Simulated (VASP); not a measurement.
Set up this calculation in VASP 6.6.1, as the native input.

- Task: single point
- Functional: PBE0(alpha)
- Potentials or basis: VASP PAW PBE potentials, release 64 (Ta_pv, N)
- Cutoff: 520 eV
- k mesh: 5 × 5 × 3
- Occupations: fermi-dirac, width 0.05 eV
- Spin: no spin polarisation
- Share of exact exchange: 0.05
- Grid for exact exchange (PRECFOCK): Fast
- Exchange at q = 0: truncated
- Further INCAR settings: ALGO = Normal; EDIFF = 1e-07; NBANDS = 20

The system is Ta2N.

```
CELL_PARAMETERS angstrom
3.11286 0.00000 0.00000
-1.55643 2.69582 0.00000
0.00000 0.00000 4.86984
ATOMIC_POSITIONS crystal
Ta 0.33333 0.66667 0.25471
Ta 0.66667 0.33333 0.74529
N 0.00000 0.00000 0.00000
```

The cell comes from a database or a generator and needn't be the stable form of this composition.

The input as run:

POSCAR

```
Ta2N
1.0
    3.1128615060      0.0000000000      0.0000000000
   -1.5564307530      2.6958171426      0.0000000000
    0.0000000000      0.0000000000      4.8698410000
Ta N
2 1
Direct
    0.3333333333      0.6666666667      0.2547110000
    0.6666666667      0.3333333333      0.7452890000
    0.0000000000      0.0000000000      0.0000000000
```

INCAR.step1

```
SYSTEM = Ta2N
ALGO = Normal
EDIFF = 1E-5
ENCUT = 520
GGA = PE
ISIF = 2
ISMEAR = -1
LASPH = .True.
LCHARG = .False.
LREAL = .False.
LWAVE = .True.
NBANDS = 20
NELM = 80
PREC = Accurate
SIGMA = 0.05
```

INCAR.step2

```
SYSTEM = Ta2N
AEXX = 0.05
ALGO = Normal
EDIFF = 1E-7
ENCUT = 520
GGA = PE
HFRCUT = -1
ISIF = 2
ISMEAR = -1
ISTART = 1
LASPH = .True.
LCHARG = .False.
LHFCALC = .True.
LREAL = .False.
LWAVE = .False.
NBANDS = 20
NELM = 80
PREC = Accurate
PRECFOCK = Fast
SIGMA = 0.05
```

KPOINTS

```
k-points
0
Gamma
  5 5 3
  0 0 0
```

Potentials or basis: VASP PAW PBE potentials, release 64 (Ta_pv, N).

Launch:

```sh
$ cat potpaw_PBE.64/Ta_pv/POTCAR potpaw_PBE.64/N/POTCAR > POTCAR
$ cp INCAR.step1 INCAR
$ mpirun -np 1 vasp_std > vasp.out
$ cp INCAR.step2 INCAR
$ mpirun -np 1 vasp_std > vasp.out
```

It gave:

| Item | Value |
| --- | --- |
| Pressure | -2.2 GPa |
| Largest force | 0.721 eV/Å |
| Band gap on the k mesh | none (metal or under the smearing width) |

Caveat: the k mesh is coarse (spacing up to 0.47 Å⁻¹), so the values aren't converged, least of all with exact exchange; the PAW data sets were made with another functional, which shifts forces and pressure a little.

It took 22 min on 1 thread of Intel(R) Xeon(R) Platinum 8259CL CPU @ 2.50GHz (Skylake/Cascade Lake) (shared host), peak memory 0.17 GiB.
